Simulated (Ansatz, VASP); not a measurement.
## Two plane-wave programs on Si2W

The input INCAR:

```
SYSTEM = Si2W
  PREC = Accurate
  ENCUT = 520
  EDIFF = 1E-8
  ISMEAR = -1
  SIGMA = 0.05
  LREAL = .FALSE.
  LASPH = .TRUE.
  NELM = 80
  ALGO = Normal
  ISIF = 2
  LWAVE = .FALSE.
  LCHARG = .FALSE.
  LEFG = .TRUE.
  NBANDS = 18
```

Contents of KPOINTS:

```
Automatic mesh
0
G
  11 11 14
  0 0 0
```

POSCAR

```
Si2W
1.0
   -1.5782700000      1.6176700000      3.9400000000
    1.6176700000     -1.5782700000      3.9400000000
    1.5943300000      1.5943300000     -3.9239400000
Si W
2 1
Direct
    0.3330000000      0.3330000000      0.0000000000
    0.6670000000      0.6670000000      0.0000000000
    0.0000000000      0.0000000000      0.0000000000
```

Input for Ansatz:

```yaml
crystal:
  lattice:
    - [-1.57827, 1.61767, 3.94]
    - [1.61767, -1.57827, 3.94]
    - [1.59433, 1.59433, -3.92394]
  atoms:
    - { symbol: Si, position: [0.333, 0.333, 0.0] }
    - { symbol: Si, position: [0.667, 0.667, 0.0] }
    - { symbol: W, position: [0.0, 0.0, 0.0] }
kpoints:
  mp_grid: { grid: [11, 11, 14] }
scf:
  occupations: { method: fermi_dirac, width: 0.05 }
hamiltonian:
  xc: lda
  pseudopotentials: { kind: paw }
output:
  forces: true
  stress: true
  eigenvalues: true
  efg: { contact_densities: true }
```

Change from the starting cell: equal xy, yz and zx shear strains of +1 %, PAW files.

Alike in both runs: task electric field gradients; functional LDA; k mesh 11 × 11 × 14; occupations fermi-dirac, width 0.05 eV; no spin polarisation.

|  | VASP | Ansatz |
| --- | --- | --- |
| version | VASP 6.6.1 | Ansatz 0.2.0 |
| potentials or method | VASP PAW LDA potentials, release 64 (Si, W_sv) | PAW with Ansatz's default frozen-core files, scalar-relativistic |
| plane-wave cutoff (eV) | 520 | 420 |
| valence electrons in the cell | 22 | 22 |

VASP gave:

```
pressure (GPa)                                                 : -6.5
largest component of the traceless stress (GPa)                : 2.09
rms of the force components (eV/Å)                             : 0.149
Vzz of the field gradient on the site that differs most (V/Å²) : -130.4
```

Which values does Ansatz return?

Pressure (GPa): -7.2; largest component of the traceless stress (GPa): 2.14; rms of the force components (eV/Å): 0.155; Vzz of the field gradient on the site that differs most (V/Å²): -150.7.

Atom by atom the forces differ by 0.006 eV/Å (rms over components). Ansatz warned: «gradients_without_spin_orbit».

The runs have no spin-orbit coupling, so splittings on W are missing.
